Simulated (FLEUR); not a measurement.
NiO under changes of volume

One of the cells (9.076 Å³/atom); the others are scaled copies at fixed shape and fractional positions:

```
Ni O
1.0
     0.00000    2.08590    2.08590
     2.08590    0.00000    2.08590
     2.08590    2.08590    0.00000
Ni O
1 1
Direct
  0.00000 0.00000 0.00000
  0.50000 0.50000 0.50000
```

| Property | Result |
| --- | --- |
| Program | FLEUR MaX-R8.1 (later development tree) |
| Functional | r2SCAN |
| Potentials or basis | all-electron |
| Basis | FLAPW |
| Kmax | 4.88 1/bohr |
| k mesh | 11 × 11 × 11 |
| Occupations | fermi-dirac, width 0.05 eV |
| Spin | collinear spin, ferromagnetic start |
| Starting moments | [1.0, 0.0] μB |

| volume (Å³/atom) | energy over the lowest point (meV/atom) | gap on the mesh (eV) |
| --- | --- | --- |
| 8.531 | ? | ? |
| 8.713 | 16.89 | 0.70 |
| 9.076 | 0.00 | 0.84 |
| 9.439 | 4.07 | 0.98 |
| 9.620 | 12.38 | 1.04 |

Problem. What does the run at 8.531 Å³/atom give?

Solution. Energy over the lowest point 34.61 meV/atom; gap on the mesh 0.61 eV.

Worked out: A Birch-Murnaghan fit of order 2 (a polynomial in V^(-2/3)) to the other rows has its minimum at 9.18 Å³/atom with B0 = V·E''(V) = 217 GPa. It gives 34.47 meV/atom at 8.531 Å³/atom, against the run's 34.61. A straight line through the other rows of the gap, of slope 3.46 eV per unit of ln V, extrapolates to 0.63 eV, against the run's 0.61.

Energies are extrapolated to zero smearing.

Caveats: the meta-GGA is that of a development version, with a GGA for the radial functions and cores and without core tails; an odd mesh through Γ misses points on the zone boundary, where band edges often lie; a cell with one magnetic atom can't hold antiferromagnetic order, which such compounds often take.
